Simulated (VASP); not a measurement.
# KF in VASP: one cell, several levels of theory, part 2 of 2

The system is KF, a lower-symmetry cell derived from the zincblende prototype, a generated structure that needn't be the ground state.

VASP 6.6.1, plane waves, PAW. The steps go on from the part before.

**3. r2SCAN**

Input file INCAR:

```
ENCUT = 520.000000
SIGMA = 0.010000
EDIFF = 1.00e-07
ALGO = Normal
METAGGA = R2SCAN
PREC = Accurate
IBRION = -1
ISIF = 2
ISMEAR = 0
NBANDS = 15
NELM = 120
NSW = 0
LASPH = .TRUE.
LCHARG = .FALSE.
LWAVE = .FALSE.
LREAL = .FALSE.
```

Input file KPOINTS:

```
KPOINTS created by Atomic Simulation Environment
0
Gamma
8 8 8
0 0 0
```

Input file KPOINTS_OPT:

```
special points
6
Reciprocal
0.0000000000 0.0000000000 0.0000000000 1
-0.5000000000 -0.5000000000 0.0000000000 1
-0.3750000000 -0.3750000000 0.2500000000 1
-0.3750000000 0.0000000000 0.3750000000 1
0.0000000000 0.0000000000 0.5000000000 1
-0.5000000000 -0.2500000000 0.2500000000 1
```

Input file POSCAR:

```
K  F
 1.0000000000000000
     0.0000000000000000    2.8106468691000002    3.1432521659999999
     2.8106468691000002    0.0000000000000000    3.1432521659999999
     2.8106468691000002    2.8106468691000002    0.0000000000000000
 K   F
   1   1
Cartesian
  0.0000000000000000  0.0000000000000000  0.0000000000000000
  1.4053234345500001  1.4053234345500001  1.5716260830000004
```

The run is started by

```sh
> mpirun -np 1 vasp_std
```

Standard output, without the iteration lines:

```text
POSCAR found type information on POSCAR K F
 POSCAR found :  2 types and       2 ions
 -----------------------------------------------------------------------------
|                                                                             |
|                                                                             |
|     You enforced a specific xc type in the INCAR file but a different       |
|     I HOPE YOU KNOW WHAT YOU ARE DOING!                                     |
|                                                                             |
 -----------------------------------------------------------------------------

 LDA part: xc-table for (None), standard interpolation
 POSCAR, INCAR and KPOINTS ok, starting setup
 FFT: planning ... GRIDC
 FFT: planning ... GRID_SOFT
 FFT: planning ... GRID
 WAVECAR not read
 entering main loop
 Start KPOINTS_OPT (optional k-point list driver)
k-point batch [1-6\6]
```

OSZICAR:

```text
N       E                     dE             d eps       ncg     rms          rms(c)
DAV:   1     0.102861510778E+03    0.10286E+03   -0.80443E+03  1770   0.102E+03
DAV:   2    -0.157060550761E+02   -0.11857E+03   -0.10840E+03  2289   0.289E+02
DAV:   3    -0.208249904661E+02   -0.51189E+01   -0.50913E+01  2456   0.536E+01
DAV:   4    -0.210033202921E+02   -0.17833E+00   -0.17831E+00  2423   0.915E+00
DAV:   5    -0.210046657779E+02   -0.13455E-02   -0.13455E-02  2462   0.895E-01    0.624E+00
DAV:   6    -0.146888826909E+02    0.63158E+01   -0.23761E+00  2779   0.157E+01    0.230E+00
DAV:   7    -0.146764779747E+02    0.12405E-01   -0.57649E-01  1924   0.557E+00    0.217E+00
DAV:   8    -0.147495697503E+02   -0.73092E-01   -0.46515E-01  1819   0.536E+00    0.156E+00
DAV:   9    -0.147001770588E+02    0.49393E-01   -0.15848E-01  2358   0.267E+00    0.286E-01
DAV:  10    -0.147035910852E+02   -0.34140E-02   -0.27487E-02  1820   0.110E+00    0.391E-01
DAV:  11    -0.147013579910E+02    0.22331E-02   -0.10207E-02  2211   0.710E-01    0.279E-02
DAV:  12    -0.147013365840E+02    0.21407E-04   -0.13207E-04  1869   0.930E-02    0.736E-03
DAV:  13    -0.147013378894E+02   -0.13054E-05   -0.29804E-06  2310   0.145E-02    0.268E-03
DAV:  14    -0.147013378045E+02    0.84867E-07   -0.20435E-06  2057   0.104E-02    0.437E-03
DAV:  15    -0.147013374816E+02    0.32291E-06   -0.53314E-07  2281   0.535E-03    0.924E-04
DAV:  16    -0.147013374894E+02   -0.77455E-08   -0.34962E-08  1326   0.159E-03
   1 F= -.14701337E+02 E0= -.14701337E+02  d E =-.619592E-21
       N       E                     dE             ncg
DAV:   1     0.536956666666E+03   -0.34250E+04      180
DAV:   2    -0.128885614548E+03   -0.66584E+03      243
DAV:   3    -0.157789930126E+03   -0.28904E+02      251
DAV:   4    -0.158687558147E+03   -0.89763E+00      248
DAV:   5    -0.158693590270E+03   -0.60321E-02      244
DAV:   6    -0.158693711272E+03   -0.12100E-03      248
DAV:   7    -0.158693711652E+03   -0.38007E-06      243
DAV:   8    -0.158693711655E+03   -0.25148E-08      160
```

OUTCAR, selected sections:

```text
k-points           NKPTS =     59   k-points in BZ     NKDIM =     59   number of bands    NBANDS=     15

   NELECT =      16.0000    total number of electrons

   dimension x,y,z NGX =    32 NGY =   32 NGZ =   30
   dimension x,y,z NGXF=    64 NGYF=   64 NGZF=   60

  energy-cutoff  :      520.00
  volume of cell :       49.66
      direct lattice vectors                 reciprocal lattice vectors
     0.000000000  2.810646869  3.143252166    -0.177894991  0.177894991  0.159070916
     2.810646869  0.000000000  3.143252166     0.177894991 -0.177894991  0.159070916
     2.810646869  2.810646869  0.000000000     0.177894991  0.177894991 -0.159070916

 k-points in reciprocal lattice and weights: KPOINTS created by Atomic Simulation Env
   0.00000000  0.00000000  0.00000000       0.002
   0.12500000  0.00000000  0.00000000       0.016
   0.25000000  0.00000000  0.00000000       0.016
   0.37500000  0.00000000  0.00000000       0.016
   0.50000000  0.00000000  0.00000000       0.008
   0.12500000  0.12500000  0.00000000       0.004
   0.25000000  0.12500000  0.00000000       0.016
   0.37500000  0.12500000  0.00000000       0.016
[... 51 more k-points ...]

 E-fermi :  -4.0059

 k-point     1 :       0.0000    0.0000    0.0000
  band No.  band energies     occupation
      1     -31.2878      2.00000
      2     -23.7665      2.00000
      3     -13.9204      2.00000
      4     -13.9202      2.00000
      5     -13.9056      2.00000
      6      -4.3006      2.00000
      7      -4.2860      2.00000
      8      -4.2858      2.00000
      9       1.6916      0.00000
     10       8.0345      0.00000
     11       8.1493      0.00000
     12       9.0534      0.00000
     13       9.0537      0.00000
     14       9.0654      0.00000
     15      13.2976      0.00000

 k-point     2 :       0.1250    0.0000    0.0000
  band No.  band energies     occupation
      1     -31.2811      2.00000
      2     -23.7784      2.00000
      3     -13.9422      2.00000
      4     -13.9246      2.00000
      5     -13.9112      2.00000
      6      -4.3320      2.00000
      7      -4.2721      2.00000
      8      -4.2696      2.00000
      9       2.0085      0.00000
     10       7.6931      0.00000
     11       8.3836      0.00000
     12       8.6272      0.00000
     13       8.9212      0.00000
     14       9.3881      0.00000
     15      12.6185      0.00000

 k-point     3 :       0.2500    0.0000    0.0000
  band No.  band energies     occupation
      1     -31.2650      2.00000
      2     -23.8074      2.00000
      3     -13.9942      2.00000
      4     -13.9351      2.00000
      5     -13.9266      2.00000
      6      -4.3704      2.00000
      7      -4.2495      2.00000
      8      -4.2307      2.00000
      9       2.8248      0.00000
     10       7.3293      0.00000
     11       7.8760      0.00000
     12       8.2361      0.00000
     13       9.2584      0.00000
     14       9.5977      0.00000
     15      11.4669      0.00000

 k-point     4 :       0.3750    0.0000    0.0000
  band No.  band energies     occupation
      1     -31.2488      2.00000
      2     -23.8363      2.00000
      3     -14.0470      2.00000
      4     -13.9456      2.00000
      5     -13.9429      2.00000
      6      -4.3689      2.00000
      7      -4.2350      2.00000
      8      -4.1929      2.00000
      9       3.8514      0.00000
     10       6.5618      0.00000
     11       7.4667      0.00000
     12       7.9995      0.00000
     13       9.7308      0.00000
     14       9.7819      0.00000
     15      11.1058      0.00000

 k-point     5 :       0.5000    0.0000    0.0000
  band No.  band energies     occupation
      1     -31.2420      2.00000
      2     -23.8485      2.00000
      3     -14.0691      2.00000
      4     -13.9499      2.00000
      5     -13.9499      2.00000
      6      -4.3561      2.00000
      7      -4.2330      2.00000
      8      -4.1775      2.00000
      9       4.5568      0.00000
     10       5.8533      0.00000
     11       7.3929      0.00000
     12       7.9259      0.00000
     13       9.7813      0.00000
     14      10.0630      0.00000
     15      11.2426      0.00000

 k-point     6 :       0.1250    0.1250    0.0000
  band No.  band energies     occupation
      1     -31.2802      2.00000
      2     -23.7841      2.00000
      3     -13.9347      2.00000
      4     -13.9346      2.00000
      5     -13.9010      2.00000
      6      -4.3508      2.00000
      7      -4.2545      2.00000
      8      -4.2543      2.00000
      9       2.0455      0.00000
     10       7.0292      0.00000
     11       8.5129      0.00000
     12       9.1664      0.00000
     13       9.1696      0.00000
     14       9.1699      0.00000
     15      13.2216      0.00000

 k-point     7 :       0.2500    0.1250    0.0000
  band No.  band energies     occupation
      1     -31.2681      2.00000
      2     -23.8087      2.00000
      3     -13.9701      2.00000
      4     -13.9490      2.00000
      5     -13.9007      2.00000
      6      -4.3848      2.00000
      7      -4.2347      2.00000
      8      -4.2160      2.00000
      9       2.6347      0.00000
     10       6.5515      0.00000
     11       8.3233      0.00000
     12       8.8344      0.00000
     13       9.3155      0.00000
     14       9.5549      0.00000
     15      12.1953      0.00000

 k-point     8 :       0.3750    0.1250    0.0000
  band No.  band energies     occupation
      1     -31.2519      2.00000
      2     -23.8375      2.00000
      3     -14.0340      2.00000
      4     -13.9594      2.00000
      5     -13.9058      2.00000
      6      -4.3764      2.00000
      7      -4.2327      2.00000
      8      -4.1776      2.00000
      9       3.5365      0.00000
     10       6.2269      0.00000
     11       7.8228      0.00000
     12       8.4466      0.00000
     13       9.7000      0.00000
     14       9.7661      0.00000
     15      11.2880      0.00000

[... the tables of k-points 9 to 59 left out ...]

  Total        0.1177648      0.1177648      0.0160282      0.0000000      0.0000000      0.0000000
  in kB        3.7993057      3.7993057      0.5171003      0.0000000      0.0000000      0.0000000
  external PRESSURE =       2.7052373 kB  Pullay stress =       0.0000000 kB

 POSITION                                       TOTAL-FORCE (eV/Angst)
 -----------------------------------------------------------------------------------
      0.00000      0.00000      0.00000        -0.000000     -0.000000     -0.000000
      1.40532      1.40532      1.57163         0.000000      0.000000      0.000000
 -----------------------------------------------------------------------------------
    total drift:                                0.000002      0.000002      0.000003

  FREE ENERGIE OF THE ION-ELECTRON SYSTEM (eV)
  ---------------------------------------------------
  free  energy   TOTEN  =       -14.7013374894 eV

  energy  without entropy=      -14.7013374894  energy(sigma->0) =      -14.70133749
```

Hardware: 1 MPI rank of Intel Xeon Platinum 8488C, shared host.

The levels at the points of KPOINTS_OPT are read from vasprun.xml.

Levels at the named points, in eV from the top of band v (v: the last filled band by count, c: the next):

```tsv
point	v−1	v	c	c+1
Γ	-0.22	-0.22	5.76	12.10
X	0.00	0.00	8.67	8.71
U	-0.09	-0.03	8.74	9.18
K	-0.10	-0.07	8.81	9.40
L	-0.17	-0.11	8.62	9.92
W	-0.20	-0.01	8.86	9.22
```

Gap with r2SCAN: 5.76 eV, valence top at X, conduction bottom at Γ. Least direct gap: 5.98 eV. Pressure: 0.27 GPa; the forces vanish within 0.01 eV/Å.

**4. What came out**

What follows sums up all 2 parts.

| level | gap (eV) | pressure (GPa) | Ansatz: gap (eV) | Ansatz: pressure (GPa) |
| --- | --- | --- | --- | --- |
| PBE | 5.17 | 1.23 | 5.19 | 1.18 |
| r2SCAN | 5.76 | 0.27 | 5.76 | 0.27 |

**Reading.** The gap spans 5.17 eV (PBE) to 5.76 eV (r2SCAN). At this one volume the pressure spans 0.3 GPa (r2SCAN) to 1.2 GPa (PBE): PBE wants the largest cell and r2SCAN the smallest. The two programs agree on the gap within 0.02 eV, far less than the spread between functionals. The two codes have different PAW datasets and cutoffs.
